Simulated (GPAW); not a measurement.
## ZnS in GPAW: convergence with bands over the usual count

Input of the first run (bands over the usual count 0.72); the others differ in this setting and in those tied to it:

run.py

```python
from ase.dft.bandgap import bandgap
from ase.io import read, write
from ase.units import GPa
from gpaw import GPAW, PW

atoms = read('POSCAR')

calc = GPAW(mode=PW(600),
            xc='PBE',
            kpts={'size': (9, 9, 9), 'gamma': True},
            occupations={'name': 'fermi-dirac', 'width': 0.05},
            nbands=13,
            convergence={'density': 1e-05, 'energy': 1e-05},
            maxiter=100,
            txt='gpaw.txt')
atoms.calc = calc
energy = atoms.get_potential_energy()
forces = atoms.get_forces()
stress = atoms.get_stress()
calc.write('gs.gpw')
write('result.traj', atoms)
print(f'Energy: {energy:.6f} eV')
print('Forces (eV/A):')
print(forces.round(4))
print('Stress (GPa):', (stress / GPa).round(3))
print('Fermi level:', round(calc.get_fermi_level(), 4), 'eV')
print(f'Gap: {bandgap(calc)[0]:.4f} eV, direct: {bandgap(calc, direct=True)[0]:.4f} eV')
```

POSCAR

```
ZnS
1.0
    0.0000000000      2.7020000000      2.7020000000
    2.7020000000      0.0000000000      2.7020000000
    2.7020000000      2.7020000000      0.0000000000
Zn S
1 1
Direct
    0.7500000000      0.7500000000      0.7500000000
    0.0000000000      0.0000000000      0.0000000000
```

Potentials or basis: GPAW PAW data sets (gpaw-data 1.2.1), pw.

Run with:

```console
$ OMP_NUM_THREADS=1 python run.py
```

Hardware: 1 thread of Arm Neoverse V2, with other jobs on the host.

```tsv
bands over the usual count	energy less the tightest run, at zero smearing (meV/atom)	SCF cycles	CPU time (s)	peak memory (GiB)
0.72	0.00	10	14	0.15
0.8	0.00	10	15	0.15
0.9	0.00	10	16	0.15
1	0.00	10	17	0.16
1.3	0.00	10	23	0.16
1.7	0.00	10	29	0.17
2.5	0.00	10	39	0.18
```

Against the tightest run, the energy stays within 1 meV/atom from 0.72 on. The tightest run that finished is the yardstick and may itself not be fully converged.
